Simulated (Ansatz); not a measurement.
# Co (fcc): energy against volume

These are results of DFT, PBE, plane waves (420 eV) with PAW, scalar-relativistic in Ansatz, not measurements.

The cell is scaled uniformly from the relaxed one, with fractional coordinates and shape fixed. Energies are extrapolated to zero smearing, pressures are those at the given smearing. Magnetic state: spin not included. It is not the lowest magnetic state of this structure.

A Birch-Murnaghan fit gives V₀ = 10.30 Å³/atom, B₀ = 256 GPa, B₀′ = 4.7.

Task: What are the energy above the minimum and the pressure at 9.096 Å³/atom?

Result: 142.3 meV/atom and 43.55 GPa as computed.

Task: What are the energy above the minimum and the pressure at 9.509 Å³/atom?

Result: 56.3 meV/atom and 25.57 GPa as computed.

Task: What are the energy above the minimum and the pressure at 11.576 Å³/atom?

Result: 101.3 meV/atom and -21.76 GPa as computed.
